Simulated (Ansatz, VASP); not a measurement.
One calculation of Pd, two programs

```
Pd
1.0
    -1.59297    1.59297    1.59297
     1.59297   -1.59297    1.59297
     1.59297    1.59297   -1.59297
Pd
1
Direct
  0.00000 0.00000 0.00000
```

Change from the starting cell: volume scaled by 1.04.

Alike in both runs: task single point; functional PBE; k mesh 12 × 12 × 12; occupations fermi-dirac, width 0.05 eV; no spin polarisation.

|  | VASP | Ansatz |
| --- | --- | --- |
| version | VASP 6.6.1 | Ansatz 0.2.0 |
| potentials or method | VASP PAW PBE potentials, release 64 (Pd), cutoff 520 eV | all-electron LAPW, scalar-relativistic |

|  | VASP | Ansatz | Ansatz less VASP |
| --- | --- | --- | --- |
| gap on the k mesh at the Fermi level (eV) | none | none | - |
| pressure (GPa) | -6.9 | -6.8 | +0.14 |

A gap of «none» marks a metal or a gap that the smearing closes. Ansatz ran all-electron here, so the differences hold the error of VASP's frozen core and of both bases.
